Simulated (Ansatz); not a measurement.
**MoP: how the settings move a single-point run**

Aim: see which settings change the result for MoP, by how much, and at what cost.

Program: Ansatz 0.2.0. Level of theory: reference: DFT, PBE, all-electron LAPW, scalar-relativistic. These are calculated values, not measurements.

## Step 1: Starting point

It takes space group P-6m2 (No. 187, hexagonal). Conventional cell: a = 3.265 Å, b = 3.265 Å, c = 3.233 Å, α = 90.00°, β = 90.00°, γ = 120.00°. Mo (site symmetry -6m2) is surrounded by 6 P at 2.48 Å. P (site symmetry -6m2) is surrounded by 6 Mo at 2.48 Å.

As a file:

```cif
data_structure
_symmetry_space_group_name_H-M 'P-6m2'
_symmetry_Int_Tables_number 187
_cell_length_a 3.2654
_cell_length_b 3.2654
_cell_length_c 3.2330
_cell_angle_alpha 90.000
_cell_angle_beta 90.000
_cell_angle_gamma 120.000
_cell_volume 29.85
loop_
_atom_site_label
_atom_site_type_symbol
_atom_site_symmetry_multiplicity
_atom_site_Wyckoff_symbol
_atom_site_fract_x
_atom_site_fract_y
_atom_site_fract_z
_atom_site_occupancy
Mo1 Mo 1 a 0.00000 0.00000 0.00000 1
P1 P 1 d 0.33333 0.66667 0.50000 1
```

## Step 2: The reference run

Contents of input.yaml:

```yaml
crystal:
  lattice:
    - [3.2654128127, 0.0, 0.0]
    - [-1.6327064064, 2.8279304496, 0.0]
    - [0.0, 0.0, 3.2329916576]
  atoms:
    - { symbol: Mo, position: [0.0, 0.0, 0.0] }
    - { symbol: P, position: [0.3333333333, 0.6666666667, 0.5] }
kpoints:
  mp_grid: { grid: [15, 15, 13] }
scf:
  occupations: { method: fermi_dirac, width: 0.08 }
hamiltonian:
  xc: pbe
  pseudopotentials: { kind: all_electron, lapw: { basis_error: 0.00025 } }
output:
  forces: true
  stress: true
  eigenvalues: true
```

On the command line:

```sh
$ ansatz run input.yaml --threads 1 --pin off --max-ram 2048MiB --backend cpu --events-out ev --progress --plain --runs-dir out
```

## Step 3: Changed: lower_state_search light

Changes to input.yaml since step 2:

```diff
@@ -12,2 +12,3 @@
   occupations: { method: fermi_dirac, width: 0.08 }
+  lower_state_search: light
 hamiltonian:
```

What does the calculation give? Wanted: for each run, ending; energy change; pressure; gap; force.

As calculated:

| run | ending | energy change | pressure (GPa) | gap (eV) | force (eV/Å) | cycles | time |
| --- | --- | --- | --- | --- | --- | --- | --- |
| reference | converged | 0 | -5.7 | 0.00 | 0.00 | 7 | 39 s |
| 1: lower_state_search light | converged | 0.0 meV/atom | -5.7 | 0.00 | 0.00 | 7 | 39 s |

Residual by cycle in the longest SCF loop of each run; runs are numbered as in the table. The quantity is the density residual dr2, in eV.

| cycle | reference | run 1 |
| --- | --- | --- |
| 1 | 1.74 | 1.74 |
| 2 | 0.0746 | 0.0746 |
| 3 | 0.0233 | 0.0233 |
| 4 | 6.4e-4 | 6.4e-4 |
| 5 | 1.6e-5 | 1.6e-5 |
| 6 | 6.5e-7 | 6.5e-7 |
| 7 | 3.7e-9 | 3.7e-9 |

**Reading.** The changed input (search for lower states) leaves the energy the same to the digits printed. The reference leaves spin out although Mo can carry a moment, so its state need not be the lowest.
